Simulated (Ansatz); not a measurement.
# NaCl (Pm-3m) in Ansatz: notebook

Runs on NaCl. Level: PBEsol. Tasks: single point.

Everything below comes from runs of Ansatz 0.2.0. Logs are shortened: lines on timing, memory, paths and dates and some standing lists are left out, and cuts for length are marked.

### Step 1. The crystal as given

It takes space group Pm-3m (No. 221, cubic). The conventional cell has a = 3.502 Å, b = 3.502 Å, c = 3.502 Å, α = 90.00°, β = 90.00°, γ = 90.00°. Cl (site symmetry m-3m) is surrounded by 8 Na at 3.03 Å. Na (site symmetry m-3m) is surrounded by 8 Cl at 3.03 Å.

Measurements of this composition are mostly on another form, of space group No. 225.

### Step 2. Single point, PBEsol, 20.19 Å³/atom (volume scaled by 0.94)

The input, input.yaml:

```yaml
crystal:
  lattice:
    - [3.4306966741, 0.0, 0.0]
    - [0.0, 3.4306966741, 0.0]
    - [0.0, 0.0, 3.4306966741]
  atoms:
    - { symbol: Cl, position: [0.5, 0.5, 0.5] }
    - { symbol: Na, position: [0.0, 0.0, 0.0] }
kpoints:
  mp_grid: { grid: [8, 8, 8] }
scf:
  occupations: { method: fermi_dirac, width: 0.05 }
hamiltonian:
  xc: pbesol
  pseudopotentials: { kind: all_electron, lapw: { basis_error: 0.0005 } }
output:
  forces: true
  stress: true
  eigenvalues: true
```

Potentials or basis: all-electron LAPW, scalar-relativistic.

Command:

```console
> ansatz run input.yaml --threads 1 --pin off --max-ram 3072MiB --backend cpu --events-out ev --progress --plain --runs-dir out
```

Log:

```text
Warning: RAYON_NUM_THREADS=1 ignored (pool sized by the plan → 1); use --threads N
LAPW: plane waves up to 6.481 Å⁻¹, error target 5.0e-4 eV per atom; small_component_spin mean_spin; Na in spheres of 1.469 Å, 9 of its electrons in bands, Dirac shells []; Cl in spheres of 1.503 Å, 15 of its electrons in bands, Dirac shells [] (how accurate: hamiltonian.pseudopotentials.lapw.basis_error, Limitations)
Engine: ansatz 0.2.0, x86_64-unknown-linux-gnu
Pseudopotentials: kind: all_electron
Pseudopotential: Cl, LAPW, valence charge 15, lapw/all_electron/scalar/gaussian/Cl, Koelling and Harmon's equation, gaussian nucleus
Pseudopotential: Na, LAPW, valence charge 9, lapw/all_electron/scalar/gaussian/Na, Koelling and Harmon's equation, gaussian nucleus
Functional definition: PBEsol
  exchange = pbesol_x
  correlation = pbesol_c
Crystal: 2 atoms, lattice volume = 40.378 Å³
Basis set: ecut = 160.0457765075799 eV, 179 PW (Γ), exchange–correlation at level 2
Bands: 16, of which v1, the nominal top of the filled ones, is band 12 counted from 1 (11 counted from 0)
Symmetry: 48 space group operations
Space group: Pm-3m (ITA 221), of the structure as read, at distance tolerance 3.4e-5 Å
k-points: 35 of 512
Non-local potential: Cl, projectors of the file, none
Non-local potential: Na, projectors of the file, none
Initial density: superposition of atomic densities (chi_scale 0.1, normalization cell, long waves kept (reshape's long-wave potential 0.00 eV rms))
Initial wavefunctions: plane waves of lowest kinetic energy (no species holds an atomic orbital)
Functional: x = pbesol(κ = 0.804, μ = 0.12345679012345678), c = pbesol(β = 0.046)
iter 1 solved again at ethr=1.31e-3 eV; its pass at ethr=1.00e-1 eV (dr2=3.15e-1 eV) is discarded
SCF iter   1: F=—  HF=-16952.430802 eV  |F-HF|=—  |Δ(HF+E_count)|=         —  Δρ=1.92e-2  dr2=3.15e-1  ethr=1.31e-3  ⟨swp⟩=2.2  Hψ=3630  notcnv=0
preconditioner: auto → none  [insulator: Δε(μ)=4.767 eV  Ē_g=20.799 eV  σ=0.050 eV  W_gap=1.00  n_scr=6 (ndim 8)  ℏωp=21.9 eV  f_vac=0.000  D(μ)=0.00/eV (n_scr^D=0)  ε∞_Penn≈2.1]
iter 2 solved again at ethr=8.17e-5 eV; its pass at ethr=1.31e-3 eV (dr2=1.96e-2 eV) is discarded
SCF iter   2: F=—  HF=-16952.232867 eV  |F-HF|=—  |Δ(HF+E_count)|=   1.98e-1  Δρ=4.76e-3  dr2=1.96e-2  ethr=8.17e-5  ⟨swp⟩=2.0  Hψ=2995  notcnv=0
SCF iter   3: F=—  HF=-16952.228549 eV  |F-HF|=—  |Δ(HF+E_count)|=         —  Δρ=2.51e-3  dr2=5.48e-3  ethr=8.17e-5  ⟨swp⟩=2.0  Hψ=1773  notcnv=0
the basis was enlarged: its passes take 191.7 KiB over the memory plan, 1 of 1 planned eigensolver slots
SCF iter   4: F=—  HF=-16952.229043 eV  |F-HF|=—  |Δ(HF+E_count)|=   4.94e-4  Δρ=1.50e-4  dr2=1.13e-5  ethr=2.28e-5  ⟨swp⟩=2.0  Hψ=1797  notcnv=0
SCF iter   5: F=—  HF=-16952.229070 eV  |F-HF|=—  |Δ(HF+E_count)|=   2.69e-5  Δρ=2.58e-5  dr2=2.13e-7  ethr=4.69e-8  ⟨swp⟩=3.0  Hψ=1768  notcnv=0
SCF iter   6: F=-16952.229070 eV  HF=-16952.229070 eV  |F-HF|=1.38e-7  |Δ(HF+E_count)|=   2.25e-7  Δρ=1.00e-5  dr2=3.48e-8  ethr=8.89e-10  ⟨swp⟩=3.0  Hψ=1785  notcnv=0
SCF 1 converged in 6 iterations: F = -16952.229070 eV  dr2 = 3.48e-8
SCF converged after 6 iterations
Free energy (F): -16952.229070 eV
Harris-Foulkes:  -16952.229070 eV  (|F-HF|=1.38e-7)
Internal energy: -16952.229070 eV  (E = F + TS)
E sigma→0 (E₀):  -16952.229070 eV
Fermi energy:    5.152551 eV
--- Per-component energies (eV) ---
  E_band       = -1776.633062
  E_kinetic    = 17016.340658
  E_xc         = -1129.702677
  E_electrostatic = -32838.867052  (all electrons and nuclei)
  E_smearing   = -0.000000  (= −TS)
  E_closure    = 0.000000  (closes the sum)
  E_atoms      = -16945.526520  (free atoms, spherical and without spin; not in F)
  Σ components = -16952.229070   (vs F -16952.229070, Δ=0.00e0)
  Basis errors (estimates in eV, not in F): energy 1.8e-4 per atom: plane waves 1.6e-4 (8.3e-5 summed), levels above the bands 9.0e-86, relativity 4.1e-9, radial functions 2.0e-5, core shells 1.9e-15; eigenvalues (radial functions only) 8.6e-5; not estimated: angular momenta, meshes, grids; target (lapw.basis_error) 5.0e-4; muffin-tin radii Na 1.469 Å, Cl 1.503 Å
--- Forces (eV/Å), atoms counted from 1 ---
  atom   1  Cl     0.00000000    -0.00000000    -0.00000000
  atom   2  Na    -0.00000000    -0.00000000     0.00000000
  max |Σ_I F_I| component: 2.85e-31 eV/Å
--- Stress (GPa, compression-positive) ---
        0.421531       0.000000       0.000000
        0.000000       0.421531       0.000000
        0.000000       0.000000       0.421531
  P = ⅓ Tr σ = 0.4215 GPa (4.215 kbar)
--- Band table (eV; the first three rows and the last of 35) ---
  k-point 0: bands = ["-240.5400", "-179.7464", "-179.7464", "-179.7464", "-46.7311", "-18.7956", "-18.7956", "-18.7956", "-10.5244", "2.5166", "2.5166", "2.5166", "7.1144", "11.3362", "11.3362", "18.7521"]
  k-point 1: bands = ["-240.5400", "-179.7464", "-179.7464", "-179.7464", "-46.7307", "-18.8036", "-18.7949", "-18.7949", "-10.4661", "1.9627", "2.5528", "2.5528", "7.5874", "11.5117", "11.7403", "17.4308"]
  k-point 2: bands = ["-240.5400", "-179.7464", "-179.7464", "-179.7464", "-46.7300", "-18.8227", "-18.7932", "-18.7932", "-10.3195", "0.9251", "2.6430", "2.6430", "8.5039", "12.0220", "12.4434", "16.0718"]
  k-point 34: bands = ["-240.5400", "-179.7464", "-179.7464", "-179.7464", "-46.7248", "-18.8294", "-18.8294", "-18.8294", "-9.4582", "0.9924", "0.9924", "0.9924", "9.9902", "9.9902", "9.9902", "15.2429"]
```

Wall time 3.2 s (1 thread of Intel Xeon Platinum 8375C at 2.90GHz (Ice Lake), shared host); peak memory 0.28 GiB.

Results:

* Free energy: -16952.2291 eV
* Pressure: 0.4 GPa
* Band gap on the k mesh: 4.04 eV, indirect (least direct gap 4.60 eV)

### Step 3. Single point, PBEsol, 20.62 Å³/atom (volume scaled by 0.96)

input.yaml, as its differences from that of step 2:

```diff
@@ -2,5 +2,5 @@
   lattice:
-    - [3.4306966741, 0.0, 0.0]
-    - [0.0, 3.4306966741, 0.0]
-    - [0.0, 0.0, 3.4306966741]
+    - [3.4548573058, 0.0, 0.0]
+    - [0.0, 3.4548573058, 0.0]
+    - [0.0, 0.0, 3.4548573058]
   atoms:
```

Potentials or basis: all-electron LAPW, scalar-relativistic.

Command:

```console
> ansatz run input.yaml --threads 1 --pin off --max-ram 3072MiB --backend cpu --events-out ev --progress --plain --runs-dir out
```

Wall time 3.2 s (1 thread of Intel Xeon Platinum 8375C at 2.90GHz (Ice Lake), shared host); peak memory 0.28 GiB.

Results (log left out):

| Item | Value |
| --- | --- |
| Free energy | -16952.2296 eV |
| Pressure | -0.2 GPa |
| Band gap on the k mesh | 3.97 eV, indirect (least direct gap 4.51 eV) |

### Step 4. Single point, PBEsol, 21.05 Å³/atom (volume scaled by 0.98)

input.yaml, as its differences from that of step 3:

```diff
@@ -2,5 +2,5 @@
   lattice:
-    - [3.4548573058, 0.0, 0.0]
-    - [0.0, 3.4548573058, 0.0]
-    - [0.0, 0.0, 3.4548573058]
+    - [3.4786846609, 0.0, 0.0]
+    - [0.0, 3.4786846609, 0.0]
+    - [0.0, 0.0, 3.4786846609]
   atoms:
```

Command:

```console
> ansatz run input.yaml --threads 1 --pin off --max-ram 3072MiB --backend cpu --events-out ev --progress --plain --runs-dir out
```

Wall time 3.3 s (1 thread of Intel Xeon Platinum 8375C at 2.90GHz (Ice Lake), shared host); peak memory 0.27 GiB.

Results (log left out):

| Property | Result |
| --- | --- |
| Free energy | -16952.2271 eV |
| Pressure | -0.7 GPa |
| Band gap on the k mesh | 3.90 eV, indirect (least direct gap 4.42 eV) |

### Step 5. Single point, PBEsol, 21.48 Å³/atom

input.yaml, as its differences from that of step 4:

```diff
@@ -2,5 +2,5 @@
   lattice:
-    - [3.4786846609, 0.0, 0.0]
-    - [0.0, 3.4786846609, 0.0]
-    - [0.0, 0.0, 3.4786846609]
+    - [3.50219, 0.0, 0.0]
+    - [0.0, 3.50219, 0.0]
+    - [0.0, 0.0, 3.50219]
   atoms:
```

Command:

```console
> ansatz run input.yaml --threads 1 --pin off --max-ram 3072MiB --backend cpu --events-out ev --progress --plain --runs-dir out
```

Run time: 3.4 s. Hardware: 1 thread of Intel Xeon Platinum 8375C at 2.90GHz (Ice Lake), shared host; peak memory 0.28 GiB.

Results (log left out):

- Free energy: -16952.2218 eV
- Pressure: -1.2 GPa
- Band gap on the k mesh: 3.84 eV, indirect (least direct gap 4.34 eV)

### Step 6. Single point, PBEsol, 21.91 Å³/atom (volume scaled by 1.02)

input.yaml, as its differences from that of step 5:

```diff
@@ -2,5 +2,5 @@
   lattice:
-    - [3.50219, 0.0, 0.0]
-    - [0.0, 3.50219, 0.0]
-    - [0.0, 0.0, 3.50219]
+    - [3.5253839872, 0.0, 0.0]
+    - [0.0, 3.5253839872, 0.0]
+    - [0.0, 0.0, 3.5253839872]
   atoms:
```

Potentials or basis: all-electron LAPW, scalar-relativistic.

Command:

```console
> ansatz run input.yaml --threads 1 --pin off --max-ram 3072MiB --backend cpu --events-out ev --progress --plain --runs-dir out
```

Run time: 3.3 s. Hardware: 1 thread of Intel Xeon Platinum 8375C at 2.90GHz (Ice Lake), shared host; peak memory 0.28 GiB.

It converged, with:

```yaml
Free_energy: -16952.2141 eV
Pressure: -1.6 GPa
Band_gap_on_the_k_mesh: 3.78 eV, indirect (least direct gap 4.26 eV)
```

### Step 7. Single point, PBEsol, 22.34 Å³/atom (volume scaled by 1.04)

input.yaml, as its differences from that of step 6:

```diff
@@ -2,5 +2,5 @@
   lattice:
-    - [3.5253839872, 0.0, 0.0]
-    - [0.0, 3.5253839872, 0.0]
-    - [0.0, 0.0, 3.5253839872]
+    - [3.5482767325, 0.0, 0.0]
+    - [0.0, 3.5482767325, 0.0]
+    - [0.0, 0.0, 3.5482767325]
   atoms:
```

Command:

```console
> ansatz run input.yaml --threads 1 --pin off --max-ram 3072MiB --backend cpu --events-out ev --progress --plain --runs-dir out
```

It took 4.4 s on 1 thread of Intel Xeon Platinum 8375C at 2.90GHz (Ice Lake), shared host; peak memory 0.27 GiB.

The run converged. Its results:

```yaml
Free_energy: -16952.2042 eV
Pressure: -2.0 GPa
Band_gap_on_the_k_mesh: 3.72 eV, indirect (least direct gap 4.19 eV)
```

### Step 8. Single point, PBEsol, 22.77 Å³/atom (volume scaled by 1.06)

input.yaml, as its differences from that of step 7:

```diff
@@ -2,5 +2,5 @@
   lattice:
-    - [3.5482767325, 0.0, 0.0]
-    - [0.0, 3.5482767325, 0.0]
-    - [0.0, 0.0, 3.5482767325]
+    - [3.5708778306, 0.0, 0.0]
+    - [0.0, 3.5708778306, 0.0]
+    - [0.0, 0.0, 3.5708778306]
   atoms:
```

Command:

```console
> ansatz run input.yaml --threads 1 --pin off --max-ram 3072MiB --backend cpu --events-out ev --progress --plain --runs-dir out
```

Run time: 5.7 s. Hardware: 1 thread of Intel Xeon Platinum 8375C at 2.90GHz (Ice Lake), shared host; peak memory 0.28 GiB.

It converged, with:

- Free energy: -16952.1924 eV
- Pressure: -2.4 GPa
- Band gap on the k mesh: 3.67 eV, indirect (least direct gap 4.12 eV)
